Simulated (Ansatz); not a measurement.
# How much does Ta in Cu(111), 2x2 scatter?, part 2 of 3

Wanted: the reflection from a plane of defects, Ta in Cu(111), 2x2, and the resistivity it implies.

Ansatz 0.2.0; Ansatz plane-wave DFT, PBE, PAW files; ballistic transport by layer matching (Landauer), zero bias; PAW set soft_1 (the session's first sound run).

So far, resistivity per at.% scaled from this dense plane, with the factor 3/4 for isotropic scattering (µΩ cm): step 3 (resistance at ideal sites) 21.3.

## Step 4: Relaxing the neighbours

The neighbours of the defect are let go while the lead's layers stay on their sites, since a lead must repeat to 0.01 Å.

This step: Ansatz plane-wave DFT, PBE, PAW files; relaxation with the lead's layers held; PAW set soft_1 (Ansatz 0.2.0).

input.yaml

```yaml
crystal:
  lattice:
    - [5.1123254594, 0.0, 0.0]
    - [-2.5561627297, 4.4274037203, 0.0]
    - [-1.2780813649, 0.73790062, 22.9580794202]
  atoms:
    - { symbol: Cu, position: [0.0075757576, 0.9924242424, 0.0454545455] }
    - { symbol: Cu, position: [0.0075757576, 0.4924242424, 0.0454545455] }
    - { symbol: Cu, position: [0.5075757576, 0.9924242424, 0.0454545455] }
    - { symbol: Cu, position: [0.5075757576, 0.4924242424, 0.0454545455] }
    - { symbol: Cu, position: [0.1893939394, 0.3106060606, 0.1363636364] }
    - { symbol: Cu, position: [0.1893939394, 0.8106060606, 0.1363636364] }
    - { symbol: Cu, position: [0.6893939394, 0.3106060606, 0.1363636364] }
    - { symbol: Cu, position: [0.6893939394, 0.8106060606, 0.1363636364] }
    - { symbol: Cu, position: [0.3712121212, 0.1287878788, 0.2272727273] }
    - { symbol: Cu, position: [0.3712121212, 0.6287878788, 0.2272727273] }
    - { symbol: Cu, position: [0.8712121212, 0.1287878788, 0.2272727273] }
    - { symbol: Cu, position: [0.8712121212, 0.6287878788, 0.2272727273] }
    - { symbol: Cu, position: [0.053030303, 0.946969697, 0.3181818182] }
    - { symbol: Cu, position: [0.053030303, 0.446969697, 0.3181818182] }
    - { symbol: Cu, position: [0.553030303, 0.946969697, 0.3181818182] }
    - { symbol: Cu, position: [0.553030303, 0.446969697, 0.3181818182] }
    - { symbol: Cu, position: [0.2348484848, 0.2651515152, 0.4090909091] }
    - { symbol: Cu, position: [0.2348484848, 0.7651515152, 0.4090909091] }
    - { symbol: Cu, position: [0.7348484848, 0.2651515152, 0.4090909091] }
    - { symbol: Cu, position: [0.7348484848, 0.7651515152, 0.4090909091] }
    - { symbol: Ta, position: [0.4166666667, 0.0833333333, 0.5] }
    - { symbol: Cu, position: [0.4166666667, 0.5833333333, 0.5] }
    - { symbol: Cu, position: [0.9166666667, 0.0833333333, 0.5] }
    - { symbol: Cu, position: [0.9166666667, 0.5833333333, 0.5] }
    - { symbol: Cu, position: [0.0984848485, 0.9015151515, 0.5909090909] }
    - { symbol: Cu, position: [0.0984848485, 0.4015151515, 0.5909090909] }
    - { symbol: Cu, position: [0.5984848485, 0.9015151515, 0.5909090909] }
    - { symbol: Cu, position: [0.5984848485, 0.4015151515, 0.5909090909] }
    - { symbol: Cu, position: [0.2803030303, 0.2196969697, 0.6818181818] }
    - { symbol: Cu, position: [0.2803030303, 0.7196969697, 0.6818181818] }
    - { symbol: Cu, position: [0.7803030303, 0.2196969697, 0.6818181818] }
    - { symbol: Cu, position: [0.7803030303, 0.7196969697, 0.6818181818] }
    - { symbol: Cu, position: [0.4621212121, 0.0378787879, 0.7727272727] }
    - { symbol: Cu, position: [0.4621212121, 0.5378787879, 0.7727272727] }
    - { symbol: Cu, position: [0.9621212121, 0.0378787879, 0.7727272727] }
    - { symbol: Cu, position: [0.9621212121, 0.5378787879, 0.7727272727] }
    - { symbol: Cu, position: [0.1439393939, 0.8560606061, 0.8636363636] }
    - { symbol: Cu, position: [0.1439393939, 0.3560606061, 0.8636363636] }
    - { symbol: Cu, position: [0.6439393939, 0.8560606061, 0.8636363636] }
    - { symbol: Cu, position: [0.6439393939, 0.3560606061, 0.8636363636] }
    - { symbol: Cu, position: [0.3257575758, 0.1742424242, 0.9545454545] }
    - { symbol: Cu, position: [0.3257575758, 0.6742424242, 0.9545454545] }
    - { symbol: Cu, position: [0.8257575758, 0.1742424242, 0.9545454545] }
    - { symbol: Cu, position: [0.8257575758, 0.6742424242, 0.9545454545] }
kpoints:
  mp_grid: { grid: [5, 5, 1] }
hamiltonian:
  xc: pbe
  pseudopotentials: { kind: paw, azcp: { folder: soft_1 } }
scf:
  occupations: { method: fermi_dirac, width: 0.1 }
relax:
  f_tol: 0.03
  max_steps: 40
  constraints:
    - { sites: [0, 1, 2, 3, 4, 5, 6, 7, 8, 9, 10, 11, 32, 33, 34, 35, 36, 37, 38, 39, 40, 41, 42, 43] }
```

Launch:

```sh
> ansatz run input.yaml --threads 4 --pin off --max-ram 15360MiB --backend cpu --events-out ev --progress --plain --runs-dir out
```

Numbers of over 12 decimals in the logs are rounded to 6 here.

The program printed:

```text
[...]
Crystal: 44 atoms, lattice volume = 519.641 Å³
Basis set: ecut = 420 eV, 10219 PW (Γ), exchange–correlation on 72×72×320 points (8 copies of the dense FFT grid, shifted against one another)
Bands: 498, of which v1, the nominal top of the filled ones, is band 415 counted from 1 (414 counted from 0)
Symmetry: 4 space group operations
[...]
k-points: 9 of 25
[...]
SCF iter   1: F=—  HF=-294879.111730 eV  |F-HF|=—  |Δ(HF+E_count)|=         —  Δρ=3.36e-1  dr2=1.89e3  ethr=3.10e-3  ⟨swp⟩=4.3  Hψ=13242  notcnv=0  defer=31
[...]
SCF iter  14: F=-294814.459541 eV  HF=-294814.459556 eV  |F-HF|=1.49e-5  |Δ(HF+E_count)|=   8.38e-6  Δρ=2.23e-5  dr2=1.75e-5  ethr=2.71e-9  ⟨swp⟩=3.0  Hψ=11899  notcnv=0
SCF 1 converged in 14 iterations: F = -294814.459541 eV  dr2 = 1.75e-5
[...]
relax step   1: F+E_penalty+E_count = -294814.45954064 eV  Δ(F+E_penalty+E_count) = +0.000e0 eV  max|allowed force component| = 4.859e-1 eV/Å  Δτ_max = 0.0000 Å  (14 SCF iters, dr2 threshold 2.25e-5 eV, accepted)
[...]
iter 1 solved again at ethr=1.45e-5 eV; its pass at ethr=3.10e-3 eV (dr2=1.20e-1 eV) is discarded
[...]
SCF iter   7: F=-294814.551817 eV  HF=-294814.551825 eV  |F-HF|=8.29e-6  |Δ(HF+E_count)|=   5.10e-7  Δρ=2.85e-5  dr2=6.88e-6  ethr=1.78e-9  ⟨swp⟩=3.0  Hψ=10775  notcnv=0
SCF 2 converged in 7 iterations: F = -294814.551817 eV  dr2 = 6.88e-6
relax step   2: F+E_penalty+E_count = -294814.55181662 eV  Δ(F+E_penalty+E_count) = -9.228e-2 eV  max|allowed force component| = 2.371e-1 eV/Å  Δτ_max = 0.0347 Å  (7 SCF iters, dr2 threshold 1.48e-5 eV, accepted)
SCF iter   1: F=—  HF=-294814.599243 eV  |F-HF|=—  |Δ(HF+E_count)|=         —  Δρ=3.64e-3  dr2=1.05e-1  ethr=1.21e-4  ⟨swp⟩=5.0  Hψ=9124  notcnv=0  defer=530
[...]
SCF iter   9: F=-294814.583579 eV  HF=-294814.583581 eV  |F-HF|=1.85e-6  |Δ(HF+E_count)|=   1.23e-7  Δρ=4.89e-6  dr2=1.84e-6  ethr=4.23e-10  ⟨swp⟩=3.0  Hψ=11209  notcnv=0
SCF 3 converged in 9 iterations: F = -294814.583579 eV  dr2 = 1.84e-6
relax step   3: F+E_penalty+E_count = -294814.58357920 eV  Δ(F+E_penalty+E_count) = -3.176e-2 eV  max|allowed force component| = 4.072e-2 eV/Å  Δτ_max = 0.0342 Å  (9 SCF iters, dr2 threshold 3.51e-6 eV, accepted)
SCF iter   1: F=—  HF=-294814.584545 eV  |F-HF|=—  |Δ(HF+E_count)|=         —  Δρ=5.59e-4  dr2=7.59e-4  ethr=3.37e-6  ⟨swp⟩=4.0  Hψ=7902  notcnv=0  defer=531
[...]
SCF iter   8: F=-294814.584032 eV  HF=-294814.584032 eV  |F-HF|=3.91e-8  |Δ(HF+E_count)|=   1.59e-8  Δρ=1.26e-6  dr2=3.52e-8  ethr=1.20e-11  ⟨swp⟩=3.0  Hψ=11857  notcnv=0
SCF 4 converged in 8 iterations: F = -294814.584032 eV  dr2 = 3.52e-8
relax step   4: F+E_penalty+E_count = -294814.58403213 eV  Δ(F+E_penalty+E_count) = -4.529e-4 eV  max|allowed force component| = 9.907e-3 eV/Å  Δτ_max = 0.0093 Å  (8 SCF iters, accepted)
SCF converged after 8 iterations
Free energy (F): -294814.584032 eV
[...]
Internal energy: -294813.996616 eV  (E = F + TS)
E sigma→0 (E₀):  -294814.290324 eV
Entropy (-TS):   -0.587416 eV (-13.350 meV/atom)
Fermi energy:    16.716641 eV
[...]
--- Forces (eV/Å), atoms counted from 1 ---
  atom   1  Cu    -0.00343347     0.00856168     0.00615431
  atom   2  Cu     0.00827768    -0.00477912    -0.02240148
  atom   3  Cu     0.00137805    -0.00079562     0.01600722
  atom   4  Cu    -0.00913137    -0.00130737     0.00615431
  atom   5  Cu    -0.01129488     0.00652110     0.00802915
  atom   6  Cu    -0.00271547    -0.01376692    -0.00636482
  atom   7  Cu     0.01056476     0.00923512    -0.00636482
  atom   8  Cu     0.00454673    -0.00262506    -0.02907520
  atom   9  Cu     0.00041066    -0.00023710    -0.11063540
  atom  10  Cu     0.05651434     0.03342903    -0.14069624
  atom  11  Cu    -0.00069322    -0.06565737    -0.14069624
  atom  12  Cu    -0.05224507     0.03016371    -0.13653760
  atom  13  Cu     0.00238536     0.00149315    -0.00051830
  atom  14  Cu     0.00021050    -0.00012153     0.00202691
  atom  15  Cu    -0.00208811     0.00120557    -0.00019509
  atom  16  Cu    -0.00010043    -0.00281235    -0.00051830
  atom  17  Cu    -0.00062074     0.00035838     0.00123707
  atom  18  Cu    -0.00055214    -0.00182150    -0.00029747
  atom  19  Cu     0.00130140     0.00138892    -0.00029747
  atom  20  Cu     0.00049952    -0.00028840    -0.00990654
  atom  21  Ta     0.00000000     0.00000000     0.00000000
  atom  22  Cu     0.00000000    -0.00000000     0.00000000
  atom  23  Cu    -0.00000000     0.00000000     0.00000000
  atom  24  Cu     0.00000000     0.00000000     0.00000000
  atom  25  Cu    -0.00130140    -0.00138892     0.00029747
  atom  26  Cu    -0.00049952     0.00028840     0.00990654
  atom  27  Cu     0.00062074    -0.00035838    -0.00123707
  atom  28  Cu     0.00055214     0.00182150     0.00029747
  atom  29  Cu     0.00208811    -0.00120557     0.00019509
  atom  30  Cu     0.00010043     0.00281235     0.00051830
  atom  31  Cu    -0.00238536    -0.00149315     0.00051830
  atom  32  Cu    -0.00021050     0.00012153    -0.00202691
  atom  33  Cu    -0.00041066     0.00023710     0.11063540
  atom  34  Cu    -0.05651434    -0.03342903     0.14069624
  atom  35  Cu     0.00069322     0.06565737     0.14069624
  atom  36  Cu     0.05224507    -0.03016371     0.13653760
  atom  37  Cu    -0.01056476    -0.00923512     0.00636482
  atom  38  Cu    -0.00454673     0.00262506     0.02907520
  atom  39  Cu     0.01129488    -0.00652110    -0.00802915
  atom  40  Cu     0.00271547     0.01376692     0.00636482
  atom  41  Cu    -0.00137805     0.00079562    -0.01600722
  atom  42  Cu     0.00913137     0.00130737    -0.00615431
  atom  43  Cu     0.00343347    -0.00856168    -0.00615431
  atom  44  Cu    -0.00827768     0.00477912     0.02240148
  max |Σ_I F_I| component: 4.51e-17 eV/Å
--- Relaxed structure (4 steps of the walk, 4 accepted, 0 SCFs on fresh bases) ---
  F+E_penalty+E_count = -294814.58403213 eV   max|allowed force component| = 9.907e-3 eV/Å
  atoms:
    - { symbol: Cu, position: [0.00757576, 0.992424, 0.0454545455] }
    - { symbol: Cu, position: [0.00757576, 0.492424, 0.045455] }
    - { symbol: Cu, position: [0.507576, 0.992424, 0.0454545455] }
    - { symbol: Cu, position: [0.507576, 0.492424, 0.0454545455] }
    - { symbol: Cu, position: [0.189394, 0.310606, 0.136364] }
    - { symbol: Cu, position: [0.189394, 0.810606, 0.1363636364] }
    - { symbol: Cu, position: [0.689394, 0.310606, 0.1363636364] }
    - { symbol: Cu, position: [0.689394, 0.810606, 0.136364] }
    - { symbol: Cu, position: [0.371212, 0.128788, 0.2272727273] }
    - { symbol: Cu, position: [0.371212, 0.628788, 0.2272727273] }
    - { symbol: Cu, position: [0.871212, 0.128788, 0.2272727273] }
    - { symbol: Cu, position: [0.871212, 0.628788, 0.2272727273] }
    - { symbol: Cu, position: [0.051557, 0.946162, 0.317290] }
    - { symbol: Cu, position: [0.052832, 0.447168, 0.315543] }
    - { symbol: Cu, position: [0.553622, 0.946378, 0.317215] }
    - { symbol: Cu, position: [0.553838, 0.448443, 0.317290] }
    - { symbol: Cu, position: [0.232698, 0.267302, 0.406120] }
    - { symbol: Cu, position: [0.232824, 0.761345, 0.406130] }
    - { symbol: Cu, position: [0.738655, 0.267176, 0.406130] }
    - { symbol: Cu, position: [0.735050, 0.764950, 0.409122] }
    - { symbol: Ta, position: [0.416667, 0.083333, 0.5] }
    - { symbol: Cu, position: [0.416667, 0.583333, 0.5] }
    - { symbol: Cu, position: [0.916667, 0.083333, 0.5] }
    - { symbol: Cu, position: [0.916667, 0.583333, 0.5] }
    - { symbol: Cu, position: [0.094679, 0.899490, 0.593870] }
    - { symbol: Cu, position: [0.098283, 0.401717, 0.590878] }
    - { symbol: Cu, position: [0.600636, 0.899364, 0.593880] }
    - { symbol: Cu, position: [0.600510, 0.405321, 0.593870] }
    - { symbol: Cu, position: [0.279711, 0.220289, 0.682785] }
    - { symbol: Cu, position: [0.279496, 0.718223, 0.682710] }
    - { symbol: Cu, position: [0.781777, 0.220504, 0.682710] }
    - { symbol: Cu, position: [0.780501, 0.719499, 0.684457] }
    - { symbol: Cu, position: [0.462121, 0.037879, 0.7727272727] }
    - { symbol: Cu, position: [0.462121, 0.537879, 0.772727] }
    - { symbol: Cu, position: [0.962121, 0.037879, 0.772727] }
    - { symbol: Cu, position: [0.962121, 0.537879, 0.772727] }
    - { symbol: Cu, position: [0.143939, 0.856061, 0.8636363636] }
    - { symbol: Cu, position: [0.143939, 0.356061, 0.8636363636] }
    - { symbol: Cu, position: [0.643939, 0.856061, 0.8636363636] }
    - { symbol: Cu, position: [0.643939, 0.356061, 0.8636363636] }
    - { symbol: Cu, position: [0.325758, 0.174242, 0.9545454545] }
    - { symbol: Cu, position: [0.325758, 0.674242, 0.954545] }
    - { symbol: Cu, position: [0.825758, 0.174242, 0.954545] }
    - { symbol: Cu, position: [0.825758, 0.674242, 0.954545] }
```

Elapsed: 4.2 min, on 4 threads of Arm Neoverse V1, shared host; peak memory 5.4 GiB.

The steps of the relaxation:

| step | energy less that of the first step (eV) | largest force component (eV/Å) |
| --- | --- | --- |
| 1 | 0.0000 | 0.4859 |
| 2 | -0.0923 | 0.2371 |
| 3 | -0.1240 | 0.0407 |
| 4 | -0.1245 | 0.0099 |

The run keeps the 4 symmetry operations that it works with, so distortions that break them were not tested.

The atoms that moved most (Å):

| atom | dx | dy | dz | length |
| --- | --- | --- | --- | --- |
| Cu25 | -0.018 | -0.007 | 0.068 | 0.071 |
| Cu28 | -0.003 | 0.019 | 0.068 | 0.071 |
| Cu19 | 0.018 | 0.007 | -0.068 | 0.071 |
| Cu18 | 0.003 | -0.019 | -0.068 | 0.071 |
| Cu27 | 0.013 | -0.007 | 0.068 | 0.070 |
| Cu17 | -0.013 | 0.007 | -0.068 | 0.070 |
| Cu32 | -0.002 | 0.001 | 0.061 | 0.061 |
| Cu14 | 0.002 | -0.001 | -0.061 | 0.061 |

Numbers from this step:

| Quantity | Value |
| --- | --- |
| free energy | -294814.5840 eV |
| energy at zero smearing | -294814.2903 eV |

The largest force component on a free atom ends at 0.0099 eV/Å, under the tolerance of 0.03, after 4 steps.

(Continued in part 3 of 3.)

[Logs are printed without paths, hosts, clocks, repeated set-up lines and the standing remarks that a program may print on its own settings, such as how far it seeks lower states.]

[Hosts, paths, dates, database ids (printed as entryN), source tags and the programs' standing remarks are cut or masked in the printed files.]
